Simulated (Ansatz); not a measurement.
BaO, DFT, LDA, PAW with Ansatz's default frozen-core files, scalar-relativistic (Ansatz 0.2.0), run on 1 thread of Intel(R) Xeon(R) Platinum 8488C (Sapphire Rapids) on a shared host.

The geometry is COD entry 5910030, unchecked; take it as a test cell. It differs from other determinations. The listed cell was then made from it by scaling, straining or moving an atom.

Command: `ansatz run input.yaml --threads 1 --pin off --max-ram 3072MiB --backend cpu --events-out ev --progress --plain --runs-dir out`

```yaml
crystal:
  lattice:
    - [0.0, 2.75, 2.7225]
    - [2.75, 0.0, 2.7225]
    - [2.75, 2.75, 0.0]
  atoms:
    - { symbol: Ba, position: [0.0, 0.0, 0.0] }
    - { symbol: O, position: [0.5, 0.5, 0.5] }
kpoints:
  mp_grid: { grid: [8, 8, 8] }
scf:
  occupations: { method: fermi_dirac, width: 0.02 }
hamiltonian:
  xc: lda
  pseudopotentials: { kind: paw }
output:
  forces: true
  stress: true
  eigenvalues: true
  efg: { contact_densities: true }
  write_density: true
  write_potential: true
  elf: true
  volumetric_format: npy
```

**Question.** How large is the problem that the program sets up?

**Answer.** 59 irreducible k-points, 845 plane waves at Γ, 12 bands.

**Question.** Estimate the wall time and the peak memory.

**Answer.** 4.5 s of wall time for 6 SCF iterations, with a peak of 0.44 GiB. Times on shared machines scatter by tens of per cent.

**Question.** And the same cell and mesh by all-electron PAW (datasets made for this crystal), asked for forces, stress, eigenvalues, efg, on the same hardware?

**Answer.** 7.2 s, peak memory 0.51 GiB.
